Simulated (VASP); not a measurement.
# TaS2: band structure with PBE

Crystal: TaS2.

```
Ta S
1.0
     3.35000    0.00000    0.00000
    -1.67500    2.90119    0.00000
     0.00000    0.00000    5.86000
Ta S
1 2
Direct
  0.00000 0.00000 0.00000
  0.66667 0.33333 0.75000
  0.33333 0.66667 0.25000
```

```json
{
  "Program": "VASP 6.6.1",
  "Task": "band structure",
  "Functional": "PBE",
  "Potentials or basis": "VASP PAW PBE potentials, release 64 (Ta_sv_GW, S_GW)",
  "Cutoff": "550 eV",
  "k mesh": "9 × 9 × 5",
  "Occupations": "fermi-dirac, width 0.05 eV",
  "Spin": "no spin polarisation",
  "Further INCAR settings": "ALGO = Fast; EDIFF = 1e-06; NBANDS = 20"
}
```

```
Band gap along the path : none (metal or under the smearing width)
```

Levels at the corners of the path, in eV from the Fermi level:
```tsv
point	band 9	band 10	band 11	band 12	band 13	band 14	band 15	band 16
Γ	-4.27	-1.35	-0.80	-0.80	0.03	0.03	0.28	4.08
M	-4.50	-4.11	-3.46	-2.27	-0.80	2.46	3.00	4.52
M	-4.50	-4.11	-3.46	-2.27	-0.80	2.46	3.00	4.52
K	-5.51	-3.81	-3.81	-3.20	1.17	2.13	2.13	4.19
K	-5.51	-3.81	-3.81	-3.20	1.17	2.13	2.13	4.19
Γ	-4.27	-1.35	-0.80	-0.80	0.03	0.03	0.28	4.08
Γ	-4.27	-1.35	-0.80	-0.80	0.03	0.03	0.28	4.08
A	-4.24	-3.57	-0.94	-0.94	0.00	0.00	1.24	4.50
A	-4.24	-3.57	-0.94	-0.94	0.00	0.00	1.24	4.50
L	-4.39	-4.24	-2.25	-2.00	-1.24	2.45	2.99	4.42
L	-4.39	-4.24	-2.25	-2.00	-1.24	2.45	2.99	4.42
H	-5.49	-3.79	-3.55	-3.55	1.25	1.47	1.47	5.09
H	-5.49	-3.79	-3.55	-3.55	1.25	1.47	1.47	5.09
A	-4.24	-3.57	-0.94	-0.94	0.00	0.00	1.24	4.50
L	-4.39	-4.24	-2.25	-2.00	-1.24	2.45	2.99	4.42
M	-4.50	-4.11	-3.46	-2.27	-0.80	2.46	3.00	4.52
K	-5.51	-3.81	-3.81	-3.20	1.17	2.13	2.13	4.19
H	-5.49	-3.79	-3.55	-3.55	1.25	1.47	1.47	5.09
```

It took 3.1 min on 1 thread of Intel(R) Xeon(R) Platinum 8488C (Sapphire Rapids) (shared host), peak memory 0.32 GiB.

Caveat: the log is that of the step along the path at fixed density, whose energy, stress, charges and moments have no meaning; spin-orbit coupling is left out, which moves the levels of the heavy elements.
